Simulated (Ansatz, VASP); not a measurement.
## InP: VASP beside Ansatz

Contents of INCAR:

```
  ALGO = Normal
  EDIFF = 1E-7
  ENCUT = 520
  GGA = PE
  GGA_COMPAT = F
  ISIF = 2
  ISMEAR = -1
  LASPH = T
  LCHARG = F
  LORBIT = 11
  LORBMOM = T
  LREAL = F
  LSORBIT = T
  LWAVE = F
  MAGMOM = 0 0 0 0 0 0
  NBANDS = 30
  NELM = 150
  PREC = Accurate
  SIGMA = 0.03
```

The input KPOINTS:

```
k-points
0
Gamma
  11 11 11
```

POSCAR

```
InP
1.0
    0.0000000000      2.8550000000      2.8550000000
    2.8550000000      0.0000000000      2.8550000000
    2.8550000000      2.8550000000      0.0000000000
In P
1 1
Direct
    0.0000000000      0.0000000000      0.0000000000
    0.5000000000      0.5000000000      0.5000000000
```

Input for Ansatz:

```yaml
crystal:
  lattice:
    - [0.0, 2.855, 2.855]
    - [2.855, 0.0, 2.855]
    - [2.855, 2.855, 0.0]
  atoms:
    - { symbol: In, position: [0.0, 0.0, 0.0] }
    - { symbol: P, position: [0.5, 0.5, 0.5] }
kpoints:
  mp_grid: { grid: [11, 11, 11] }
  band_path:
    path:
      - [0.0, 0.0, 0.0]
      - [0.5, 0.0, 0.5]
      - [0.625, 0.25, 0.625]
      - [0.375, 0.375, 0.75]
      - [0.0, 0.0, 0.0]
      - [0.5, 0.5, 0.5]
      - [0.5, 0.25, 0.75]
      - [0.5, 0.0, 0.5]
    npoints: 5
scf:
  occupations: { method: fermi_dirac, width: 0.03 }
hamiltonian:
  xc: pbe
  pseudopotentials: { kind: all_electron, lapw: { basis_error: 0.00025 } }
output:
  forces: true
  stress: true
  eigenvalues: true
magnetization:
  noncollinear: true
  spin_orbit: true
```

Alike in both runs: task single point; functional PBE; k mesh 11 × 11 × 11; occupations fermi-dirac, width 0.03 eV; non-collinear spin, spin-orbit coupling.

```csv
,VASP,Ansatz
version,VASP 6.6.1,Ansatz 0.2.0
potentials or method,"VASP PAW PBE potentials, release 64 (In_d, P)",all-electron LAPW
plane-wave cutoff (eV),520,see its input
```

```csv
,VASP,Ansatz,Ansatz less VASP
pressure (GPa),-5.4,-5.4,+0.01
net moment per atom (μB),0.00,0.00,0.000
```

Ansatz ran all-electron here, so the differences hold the error of VASP's frozen core and of both bases.
